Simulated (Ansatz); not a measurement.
Ansatz input file:

```yaml
crystal:
  lattice:
    - [5.6246869613, 3.2474145312, 1.5788403551]
    - [-5.6246869613, 3.2474145312, 1.5788403551]
    - [0.0, -6.4948290625, 1.5788403549]
  atoms:
    - { symbol: Se, position: [0.2732913751, 0.152026562, 0.9082437209] }
    - { symbol: Se, position: [0.9082437209, 0.2732913751, 0.152026562] }
    - { symbol: Se, position: [0.152026562, 0.9082437209, 0.2732913751] }
    - { symbol: Se, position: [0.7267086249, 0.847973438, 0.0917562791] }
    - { symbol: Se, position: [0.0917562791, 0.7267086249, 0.847973438] }
    - { symbol: Se, position: [0.847973438, 0.0917562791, 0.7267086249] }
basis:
  ecutwfc: 500
kpoints:
  mp_grid: { grid: [6, 6, 6] }
hamiltonian:
  xc: r2scan
scf:
  occupations: { method: gaussian, width: 0.02 }
output:
  forces: true
  stress: true
  eigenvalues: true
relax:
  adjacent_minimum: "off"
  f_tol: 0.01
  max_steps: 30
  cell: { stress_tol: 0.1, fix: [volume] }
```

Launched with
```bash
ansatz run input.yaml --threads 1 --pin off --max-ram 2560MiB --backend cpu --events-out ev --progress --plain --runs-dir out
```

The calculation used DFT r2SCAN, scalar-relativistic, plane waves, PAW in Ansatz.

Part of what the program printed, abridged:

```
Pseudopotentials: kind: paw
Pseudopotential: Se, paw, valence charge 16, recommended cutoff 500 eV (meta_gga)
Functional definition: r2SCAN
Crystal: 6 atoms, lattice volume = 173.032 Å³
Basis set: ecut = 500 eV, 4397 PW (Γ), exchange–correlation on 200×200×200 points (64 copies of the dense FFT grid, shifted against one another)
Bands: 58, of which v1, the nominal top of the filled ones, is band 48 counted from 1 (47 counted from 0)
Symmetry: 6 space group operations
Space group: R-3 (ITA 148), of the structure as read, at distance tolerance 5.6e-5 Å
k-points: 40 of 216
Initial density: superposition of atomic densities (neutral atoms: chi_scale 0, normalization atom), corrected by the library's trained network
Initial wavefunctions: pseudopotential atomic-orbital guess
Functional: x = r2scan, c = r2scan; τ floored in thin density (d = 2e-4 eV/Å³)
SCF iter   1: F=—  HF=-32868.575974 eV  |F-HF|=—  |Δ(HF+E_count)|=         —  Δρ=3.58e-3  dr2=1.86e-2  dr2_τ=2.10e-2  ethr=1.77e-3  ⟨swp⟩=6.4  Hψ=8723  notcnv=0  defer=2
SCF iter   2: F=—  HF=-32868.598937 eV  |F-HF|=—  |Δ(HF+E_count)|=   2.30e-2  Δρ=2.11e-3  dr2=5.80e-3  dr2_τ=7.23e-5  ethr=1.94e-5  ⟨swp⟩=2.0  Hψ=4840  notcnv=0  defer=160
SCF iter   3: F=—  HF=-32868.599719 eV  |F-HF|=—  |Δ(HF+E_count)|=   7.83e-4  Δρ=7.30e-4  dr2=7.80e-4  dr2_τ=1.17e-5  ethr=6.04e-6  ⟨swp⟩=2.0  Hψ=2880  notcnv=0  defer=160
SCF iter   4: F=—  HF=-32868.599952 eV  |F-HF|=—  |Δ(HF+E_count)|=   2.33e-4  Δρ=1.41e-4  dr2=4.43e-5  dr2_τ=9.06e-7  ethr=8.12e-7  ⟨swp⟩=2.0  Hψ=2880  notcnv=0  defer=160
SCF iter   5: F=—  HF=-32868.599986 eV  |F-HF|=—  |Δ(HF+E_count)|=   3.44e-5  Δρ=3.89e-5  dr2=4.24e-6  dr2_τ=5.80e-8  ethr=4.62e-8  ⟨swp⟩=2.0  Hψ=2847  notcnv=0  defer=160
SCF iter   6: F=—  HF=-32868.599988 eV  |F-HF|=—  |Δ(HF+E_count)|=   2.14e-6  Δρ=7.67e-6  dr2=1.26e-7  dr2_τ=2.20e-9  ethr=4.41e-9  ⟨swp⟩=2.0  Hψ=2880  notcnv=0  defer=160
SCF iter   7: F=-32868.599988 eV  HF=-32868.599988 eV  |F-HF|=3.57e-9  |Δ(HF+E_count)|=   1.16e-7  Δρ=1.70e-6  dr2=6.59e-9  dr2_τ=1.38e-10  ethr=1.04e-10  ⟨swp⟩=9.2  Hψ=8800  notcnv=0
SCF 1 converged in 7 iterations: F = -32868.599988 eV  dr2 = 6.59e-9
relax step   1: F+E_penalty+E_count = -32868.59998847 eV  Δ(F+E_penalty+E_count) = +0.000e0 eV  max|allowed force component| = 2.540e-1 eV/Å  Δτ_max = 0.0000 Å  P = +1.645 GPa  Ω = 173.032 Å³  fix = [volume]  reactions: volume +1.645 GPa (7 SCF iters, dr2 threshold 1.00e-7 eV, accepted)
Initial density: handed on by an earlier stage of this run
Initial wavefunctions: those handed on with the density
SCF iter   1: F=—  HF=-32868.613971 eV  |F-HF|=—  |Δ(HF+E_count)|=         —  Δρ=1.51e-3  dr2=2.74e-3  dr2_τ=6.61e-3  ethr=2.79e-6  ⟨swp⟩=2.4  Hψ=10092  notcnv=0
SCF iter   2: F=—  HF=-32868.621173 eV  |F-HF|=—  |Δ(HF+E_count)|=   7.20e-3  Δρ=8.83e-4  dr2=1.00e-3  dr2_τ=1.16e-5  ethr=2.79e-6  ⟨swp⟩=2.0  Hψ=3440  notcnv=0
SCF iter   3: F=—  HF=-32868.621213 eV  |F-HF|=—  |Δ(HF+E_count)|=   4.02e-5  Δρ=1.27e-4  dr2=3.87e-5  dr2_τ=1.17e-6  ethr=1.04e-6  ⟨swp⟩=2.0  Hψ=3363  notcnv=0
SCF iter   4: F=—  HF=-32868.621207 eV  |F-HF|=—  |Δ(HF+E_count)|=   5.90e-6  Δρ=6.52e-5  dr2=7.05e-6  dr2_τ=1.86e-7  ethr=4.03e-8  ⟨swp⟩=2.0  Hψ=4240  notcnv=0
SCF iter   5: F=—  HF=-32868.621210 eV  |F-HF|=—  |Δ(HF+E_count)|=   2.93e-6  Δρ=1.89e-5  dr2=9.84e-7  dr2_τ=2.50e-8  ethr=7.35e-9  ⟨swp⟩=2.1  Hψ=3115  notcnv=0
SCF iter   6: F=-32868.621210 eV  HF=-32868.621210 eV  |F-HF|=6.09e-8  |Δ(HF+E_count)|=   3.41e-7  Δρ=5.82e-6  dr2=6.67e-8  dr2_τ=1.67e-9  ethr=6.25e-10  ⟨swp⟩=5.6  Hψ=8763  notcnv=0
SCF 2 converged in 6 iterations: F = -32868.621210 eV  dr2 = 6.67e-8
relax step   2: F+E_penalty+E_count = -32868.62121040 eV  Δ(F+E_penalty+E_count) = -2.122e-2 eV  max|allowed force component| = 2.101e-2 eV/Å  Δτ_max = 0.0209 Å  P = +0.326 GPa  Ω = 173.032 Å³  energy of the carried Pulay correction = -1.158e-18 eV  fix = [volume]  reactions: volume +0.326 GPa (6 SCF iters, dr2 threshold 6.00e-7 eV, accepted)
Basis set: ecut = 500 eV, 4445 PW (Γ), exchange–correlation on 200×200×200 points (64 copies of the dense FFT grid, shifted against one another)
SCF iter   1: F=—  HF=-32868.620031 eV  |F-HF|=—  |Δ(HF+E_count)|=         —  Δρ=1.06e-3  dr2=1.17e-3  dr2_τ=2.25e-3  ethr=1.23e-6  ⟨swp⟩=2.5  Hψ=9492  notcnv=0
SCF iter   2: F=—  HF=-32868.622195 eV  |F-HF|=—  |Δ(HF+E_count)|=   2.16e-3  Δρ=5.84e-4  dr2=3.44e-4  dr2_τ=4.04e-6  ethr=1.22e-6  ⟨swp⟩=2.0  Hψ=3440  notcnv=0
SCF iter   3: F=—  HF=-32868.622259 eV  |F-HF|=—  |Δ(HF+E_count)|=   6.47e-5  Δρ=6.99e-5  dr2=8.12e-6  dr2_τ=2.16e-7  ethr=3.58e-7  ⟨swp⟩=2.0  Hψ=3154  notcnv=0
SCF iter   4: F=—  HF=-32868.622273 eV  |F-HF|=—  |Δ(HF+E_count)|=   1.40e-5  Δρ=1.86e-5  dr2=7.26e-7  dr2_τ=1.43e-8  ethr=8.46e-9  ⟨swp⟩=2.0  Hψ=3040  notcnv=0
SCF iter   5: F=—  HF=-32868.622274 eV  |F-HF|=—  |Δ(HF+E_count)|=   6.03e-7  Δρ=4.87e-6  dr2=4.71e-8  dr2_τ=1.29e-9  ethr=7.56e-10  ⟨swp⟩=2.5  Hψ=4024  notcnv=0
SCF iter   6: F=-32868.622274 eV  HF=-32868.622274 eV  |F-HF|=1.04e-8  |Δ(HF+E_count)|=   3.40e-8  Δρ=1.70e-6  dr2=4.44e-9  dr2_τ=2.76e-10  ethr=2.88e-11  ⟨swp⟩=4.2  Hψ=8311  notcnv=0
SCF 3 converged in 6 iterations: F = -32868.622274 eV  dr2 = 4.44e-9
relax step   3: F+E_penalty+E_count = -32868.62227398 eV  Δ(F+E_penalty+E_count) = -1.064e-3 eV  max|allowed force component| = 1.149e-2 eV/Å  Δτ_max = 0.0140 Å  P = +0.291 GPa  Ω = 173.032 Å³  energy of the carried Pulay correction = -1.158e-18 eV  fix = [volume]  reactions: volume +0.291 GPa (6 SCF iters, dr2 threshold 2.76e-8 eV, accepted)
SCF iter   1: F=—  HF=-32868.622328 eV  |F-HF|=—  |Δ(HF+E_count)|=         —  Δρ=2.24e-4  dr2=5.88e-5  dr2_τ=7.30e-5  ethr=5.35e-8  ⟨swp⟩=3.0  Hψ=9726  notcnv=0
SCF iter   2: F=—  HF=-32868.622420 eV  |F-HF|=—  |Δ(HF+E_count)|=   9.19e-5  Δρ=1.27e-4  dr2=1.97e-5  dr2_τ=1.50e-7  ethr=5.35e-8  ⟨swp⟩=2.0  Hψ=3040  notcnv=0
SCF iter   3: F=—  HF=-32868.622418 eV  |F-HF|=—  |Δ(HF+E_count)|=   1.54e-6  Δρ=1.34e-5  dr2=2.89e-7  dr2_τ=1.06e-8  ethr=2.05e-8  ⟨swp⟩=2.0  Hψ=3040  notcnv=0
SCF iter   4: F=—  HF=-32868.622425 eV  |F-HF|=—  |Δ(HF+E_count)|=   6.94e-6  Δρ=4.44e-6  dr2=3.84e-8  dr2_τ=8.08e-10  ethr=3.01e-10  ⟨swp⟩=2.0  Hψ=3040  notcnv=0
SCF iter   5: F=-32868.622425 eV  HF=-32868.622425 eV  |F-HF|=4.03e-9  |Δ(HF+E_count)|=   3.80e-8  Δρ=1.08e-6  dr2=1.97e-9  dr2_τ=9.70e-11  ethr=8.59e-12  ⟨swp⟩=4.2  Hψ=8349  notcnv=0
SCF 4 converged in 5 iterations: F = -32868.622425 eV  dr2 = 1.97e-9
relax step   4: F+E_penalty+E_count = -32868.62242535 eV  Δ(F+E_penalty+E_count) = -1.514e-4 eV  max|allowed force component| = 4.643e-3 eV/Å  Δτ_max = 0.0025 Å  P = +0.281 GPa  Ω = 173.032 Å³  energy of the carried Pulay correction = +2.317e-18 eV  fix = [volume]  reactions: volume +0.281 GPa (5 SCF iters, dr2 threshold 8.25e-9 eV, accepted)
Initial wavefunctions: pseudopotential atomic-orbital guess (no wavefunctions were taken with the density)
SCF iter   1: F=—  HF=-32868.622394 eV  |F-HF|=—  |Δ(HF+E_count)|=         —  Δρ=4.44e-5  dr2=6.51e-8  dr2_τ=1.43e-8  ethr=2.81e-8  ⟨swp⟩=3.0  Hψ=14404  notcnv=0
SCF iter   2: F=—  HF=-32868.622423 eV  |F-HF|=—  |Δ(HF+E_count)|=   2.92e-5  Δρ=2.24e-5  dr2=1.69e-8  dr2_τ=2.50e-7  ethr=6.79e-11  ⟨swp⟩=2.0  Hψ=4029  notcnv=0
SCF iter   3: F=—  HF=-32868.622426 eV  |F-HF|=—  |Δ(HF+E_count)|=   2.75e-6  Δρ=1.88e-6  dr2=3.61e-10  dr2_τ=1.73e-9  ethr=1.76e-11  ⟨swp⟩=2.0  Hψ=3040  notcnv=0
SCF iter   4: F=-32868.622426 eV  HF=-32868.622426 eV  |F-HF|=5.82e-11  |Δ(HF+E_count)|=   2.00e-8  Δρ=1.77e-7  dr2=6.40e-11  dr2_τ=4.25e-12  ethr=1.00e-12  ⟨swp⟩=4.2  Hψ=7936  notcnv=0
SCF 5 converged in 4 iterations: F = -32868.622426 eV  dr2 = 6.40e-11
SCF converged after 4 iterations
Free energy (F): -32868.622426 eV
Harris-Foulkes:  -32868.622426 eV  (|F-HF|=5.82e-11)
Internal energy: -32868.622426 eV  (E = F + TS)
E sigma→0 (E₀):  -32868.622426 eV
Fermi energy:    6.341793 eV
--- Per-component energies (eV) ---
  E_band       = -2607.563799
  E_kinetic    = 703.438095
  E_local      = -16161.348109  (includes V_loc(G=0)·N_el)
  E_nonlocal   = -3563.612591
  E_hartree    = 7889.807241
  E_xc         = -584.770810
  E_vxc        = -628.894732  (∫ρ·V_xc dr)
  E_paw        = -11555.138707  (= ΣΔE_a)
  E_vpaw       = 1231.469193  (= ΣTr[D̂ρ^β])
  E_aug_tail   = -0.001266  (compensation charges beyond the density's cutoff)
  E_vtau       = 31.770950  (kinetic-family band-sum trace: ∫τ·v_τ [+ j·A + Jᵃ·Aᵃ] dr)
  E_ewald      = -9586.407658
  E_core_change = -10.588622  (= ΣΔE_core)
  E_smearing   =  0.000000  (= −TS)
--- Forces (eV/Å), atoms counted from 1 ---
  atom   1  Se    -0.00078048    -0.00095210    -0.00465995
  atom   2  Se     0.00121479    -0.00019986    -0.00465995
  atom   3  Se    -0.00043431     0.00115197    -0.00465995
  atom   4  Se     0.00078048     0.00095210     0.00465995
  atom   5  Se    -0.00121479     0.00019986     0.00465995
  atom   6  Se     0.00043431    -0.00115197     0.00465995
--- Stress (GPa, compression-positive) ---
        0.298642       0.000000       0.000000
        0.000000       0.298642       0.000000
        0.000000       0.000000       0.244899
  P = ⅓ Tr σ = 0.2807 GPa (2.807 kbar)
--- Band table (eV; the first three rows and the last of 40) ---
  k-point 0: bands = ["-43.2951", "-43.2707", "-43.2707", "-43.2377", "-43.2369", "-43.2369", "-43.2183", "-43.2183", "-43.2147", "-43.2014", "-43.2014", "-43.1706", "-43.0231", "-43.0208", "-43.0208", "-43.0177", "-43.0177", "-43.0172", "-42.9724", "-42.9711", "-42.9711", "-42.9685", "-42.9685", "-42.9672", "-42.9388", "-42.9258", "-42.9258", "-42.9075", "-42.9075", "-42.8999", "-10.5795", "-8.8143", "-8.8143", "-6.4591", "-6.4591", "-4.8259", "0.0636", "0.6399", "1.0830", "1.0830", "2.8025", "2.8025", "3.3541", "4.5076", "4.8819", "4.8819", "4.9747", "4.9747", "7.6945", "7.6945", "8.4730", "8.7588", "8.7588", "8.9105", "12.3713", "12.5210", "12.5210", "13.0884"]
  k-point 1: bands = ["-43.2952", "-43.2707", "-43.2705", "-43.2378", "-43.2369", "-43.2369", "-43.2183", "-43.2183", "-43.2147", "-43.2015", "-43.2014", "-43.1706", "-43.0231", "-43.0209", "-43.0208", "-43.0178", "-43.0177", "-43.0172", "-42.9724", "-42.9712", "-42.9711", "-42.9685", "-42.9685", "-42.9672", "-42.9389", "-42.9259", "-42.9257", "-42.9075", "-42.9074", "-42.9001", "-10.5165", "-8.8791", "-8.8253", "-6.4822", "-6.3739", "-4.8314", "0.1626", "0.5699", "0.9025", "1.0380", "2.5228", "2.8312", "3.0980", "4.6023", "4.7514", "4.8725", "5.1457", "5.2107", "7.4775", "7.6688", "8.2333", "8.7803", "8.8784", "9.2672", "12.2388", "12.6217", "12.8336", "13.2887"]
  k-point 2: bands = ["-43.2954", "-43.2706", "-43.2702", "-43.2378", "-43.2370", "-43.2368", "-43.2184", "-43.2183", "-43.2147", "-43.2018", "-43.2014", "-43.1705", "-43.0231", "-43.0209", "-43.0208", "-43.0178", "-43.0177", "-43.0171", "-42.9724", "-42.9713", "-42.9711", "-42.9685", "-42.9684", "-42.9672", "-42.9389", "-42.9261", "-42.9255", "-42.9076", "-42.9071", "-42.9003", "-10.3743", "-9.0180", "-8.8480", "-6.5227", "-6.2012", "-4.8726", "0.2002", "0.4225", "0.9629", "1.1130", "1.8647", "2.7490", "2.8015", "4.2731", "4.7512", "4.8440", "5.2463", "5.2750", "7.6720", "7.7997", "8.0609", "8.8530", "8.9781", "9.5105", "12.6576", "12.8559", "13.4538", "13.5298"]
  k-point 39: bands = ["-43.2953", "-43.2704", "-43.2704", "-43.2376", "-43.2371", "-43.2371", "-43.2183", "-43.2183", "-43.2146", "-43.2014", "-43.2014", "-43.1709", "-43.0228", "-43.0210", "-43.0210", "-43.0178", "-43.0178", "-43.0171", "-42.9726", "-42.9710", "-42.9710", "-42.9684", "-42.9684", "-42.9673", "-42.9397", "-42.9252", "-42.9252", "-42.9071", "-42.9071", "-42.9010", "-10.1036", "-9.1081", "-9.1081", "-6.5545", "-6.5545", "-4.1361", "0.1796", "0.7772", "0.7772", "1.6791", "2.0502", "2.0502", "2.4307", "4.2000", "4.2000", "4.3647", "4.3647", "5.4816", "7.4113", "7.4113", "7.9388", "9.4720", "10.0596", "10.0596", "13.2696", "13.2696", "13.9437", "14.7539"]
--- Relaxed structure (4 steps of the walk, 4 accepted, 1 SCFs on fresh bases) ---
  F+E_penalty+E_count = -32868.62242596 eV   max|allowed force component| = 4.660e-3 eV/Å   (the final SCF, on the basis selected at the relaxed cell)
  cell:  # Å, volume = 173.0317 Å³
    - [5.65453945, 3.26464987, 1.56221374]
    - [-5.65453945, 3.26464987, 1.56221374]
    - [0.0, -6.52929975, 1.56221374]
  atoms:
    - { symbol: Se, position: [0.27705137, 0.15485791, 0.91034534] }
    - { symbol: Se, position: [0.91034534, 0.27705137, 0.15485791] }
    - { symbol: Se, position: [0.15485791, 0.91034534, 0.27705137] }
    - { symbol: Se, position: [0.72294862, 0.84514208, 0.08965465] }
    - { symbol: Se, position: [0.08965465, 0.72294862, 0.84514208] }
    - { symbol: Se, position: [0.84514208, 0.08965465, 0.72294862] }
```

The relaxation met its thresholds.

The run took 2.6 min on 1 thread of Intel(R) Xeon(R) Platinum 8375C CPU @ 2.90GHz (Ice Lake), with other jobs on the host, peak memory 1.2 GiB.

The cell holds molecules, and r2SCAN describes their binding at middle range but leaves out its long-range dispersion part.